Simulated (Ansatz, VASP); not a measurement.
CaSe in VASP and in Ansatz

Contents of INCAR:

```
ALGO = Normal
EDIFF = 1E-7
ENCUT = 520
GGA = PE
ISIF = 2
ISMEAR = -1
LASPH = T
LCHARG = F
LREAL = F
LWAVE = F
NBANDS = 15
NELM = 60
PREC = Accurate
SIGMA = 0.05
```

File KPOINTS:

```
k-points
0
Gamma
  7 7 7
```

The input POSCAR:

```
CaSe
1.0
    0.0000000000      3.3218549415      3.3218549415
    3.3218549415      0.0000000000      3.3218549415
    3.3218549415      3.3218549415      0.0000000000
Se Ca
1 1
Direct
    0.2500000000      0.2500000000      0.2500000000
    0.0000000000      0.0000000000      0.0000000000
```

The input input.yaml:

```yaml
crystal:
  lattice:
    - [0.0, 3.3218549415, 3.3218549415]
    - [3.3218549415, 0.0, 3.3218549415]
    - [3.3218549415, 3.3218549415, 0.0]
  atoms:
    - { symbol: Se, position: [0.25, 0.25, 0.25] }
    - { symbol: Ca, position: [0.0, 0.0, 0.0] }
hamiltonian:
  xc: pbe
  pseudopotentials: { kind: paw }
kpoints:
  mp_grid: { grid: [7, 7, 7] }
scf:
  occupations: { method: fermi_dirac, width: 0.05 }
output:
  forces: true
  stress: true
  eigenvalues: true
```

Change from the starting cell: volume scaled by 1.02.

Alike in both runs: task single point; functional PBE; k mesh 7 × 7 × 7; occupations fermi-dirac, width 0.05 eV; no spin polarisation.

|  | VASP | Ansatz |
| --- | --- | --- |
| version | VASP 6.6.1 | Ansatz 0.2.0 |
| potentials or method | VASP PAW PBE potentials, release 64 (Se, Ca_sv) | Ansatz PAW |
| plane-wave cutoff (eV) | 520 | 420 |
| valence electrons in the cell | 16 | 26 |

Ansatz gave:

```
gap on the k mesh at the Fermi level (eV) : 3.09
least direct gap on the mesh (eV)         : 3.17
pressure (GPa)                            : -0.8
```

Task: Which values does VASP return?

Result: gap on the k mesh at the Fermi level (eV): 3.09; least direct gap on the mesh (eV): 3.17; pressure (GPa): -0.7.

The two sets of potentials don't hold the same shells in valence.

Caveats: an odd mesh through Γ misses points on the zone boundary, where band edges often lie (VASP); odd divisions of the mesh miss points on the zone boundary, where band edges often lie, so the gap on the mesh can be too wide (Ansatz).
